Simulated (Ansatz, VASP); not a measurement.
Two plane-wave programs on GaN

INCAR

```
SYSTEM = GaN
PREC     = Accurate       ! precision mode
ENCUT    = 520            ! plane-wave cutoff, eV
EDIFF    = 1E-6           ! SCF threshold, eV
ISMEAR   = 0              ! smearing method
SIGMA    = 0.01           ! smearing width, eV
LREAL    = .False.        ! projectors in reciprocal space
LASPH    = .True.         ! aspherical terms in the spheres
NELM     = 150            ! most SCF steps
ALGO     = Normal         ! electronic algorithm
ISIF     = 2              ! what is computed and relaxed
LWAVE    = .False.        ! write WAVECAR
LCHARG   = .False.        ! write CHGCAR
LNONCOLLINEAR= .True.         ! non-collinear magnetism
MAGMOM   = 0 0 0 0 0 0    ! initial moments
LORBIT   = 11             ! projections on sites
LSORBIT  = .True.         ! spin-orbit coupling
GGA_COMPAT= .False.      
LORBMOM  = .True.       
GGA      = PE             ! functional
NBANDS   = 30             ! bands
```

KPOINTS

```
Automatic mesh
0
Gamma
  10 10 10
  0 0 0
```

File POSCAR:

```
GaN
1.0
    0.0000000000      2.2489526566      2.2489526566
    2.2489526566      0.0000000000      2.2489526566
    2.2489526566      2.2489526566      0.0000000000
Ga N
1 1
Direct
    0.0000000000      0.0000000000      0.0000000000
    0.2500000000      0.2500000000      0.2500000000
```

Input for Ansatz:

```yaml
crystal:
  lattice:
    - [0.0, 2.2489526566, 2.2489526566]
    - [2.2489526566, 0.0, 2.2489526566]
    - [2.2489526566, 2.2489526566, 0.0]
  atoms:
    - { symbol: Ga, position: [0.0, 0.0, 0.0] }
    - { symbol: "N", position: [0.25, 0.25, 0.25] }
kpoints:
  mp_grid: { grid: [10, 10, 10] }
  band_path:
    path:
      - [0.0, 0.0, 0.0]
      - [-0.5, -0.5, 0.0]
      - [-0.375, -0.375, 0.25]
      - [-0.375, 0.0, 0.375]
      - [0.0, 0.0, 0.5]
      - [-0.5, -0.25, 0.25]
    npoints: 1
hamiltonian:
  xc: pbe
scf:
  occupations: { method: fixed }
  n_extra_bands: 8
magnetization:
  noncollinear: true
  spin_orbit: true
output:
  forces: true
  stress: true
  eigenvalues: true
```

Alike in both runs: task single point; functional PBE; k mesh 10 × 10 × 10; non-collinear spin, spin-orbit coupling.

|  | VASP | Ansatz |
| --- | --- | --- |
| version | VASP 6.6.1 | Ansatz 0.2.0 |
| potentials or method | VASP PAW PBE potentials, release 64 (Ga_d, N) | plane waves, PAW |
| plane-wave cutoff (eV) | 520 | 420 |
| occupations | gaussian, width 0.01 eV | fixed |
| valence electrons in the cell | 18 | 18 |

|  | VASP | Ansatz | Ansatz less VASP |
| --- | --- | --- | --- |
| gap on the k mesh at the Fermi level (eV) | 1.76 | 1.75 | -0.008 |
| pressure (GPa) | 6.2 | 6.2 | -0.01 |
| net moment per atom (μB) | 0.00 | 0.00 | 0.000 |
